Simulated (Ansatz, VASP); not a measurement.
One calculation of Ge, two programs

```
Ge
1.0
     4.09859    0.00000    0.00000
    -2.04930    3.54949    0.00000
     0.00000    0.00000    6.75926
Ge
4
Direct
  0.33333 0.66667 0.00032
  0.66667 0.33333 0.50032
  0.33333 0.66667 0.37468
  0.66667 0.33333 0.87468
```

Alike in both runs: task single point; functional PBE; k mesh 6 × 6 × 4; occupations fermi-dirac, width 0.02 eV; no spin polarisation.

|  | VASP | Ansatz |
| --- | --- | --- |
| version | VASP 6.6.1 | Ansatz 0.2.0 |
| potentials or method | VASP PAW PBE potentials, release 64 (Ge_d) | plane waves, PAW |
| plane-wave cutoff (eV) | 520 | 420 |
| valence electrons in the cell | 56 | 56 |

|  | VASP | Ansatz | Ansatz less VASP |
| --- | --- | --- | --- |
| pressure (GPa) | -1.6 | -1.5 | +0.06 |
| largest component of the traceless stress (GPa) | 0.31 | 0.31 | +0.004 |
| rms of the force components (eV/Å) | 0.009 | 0.009 | +0.0002 |

Atom by atom the forces differ by 0.000 eV/Å (rms over components).
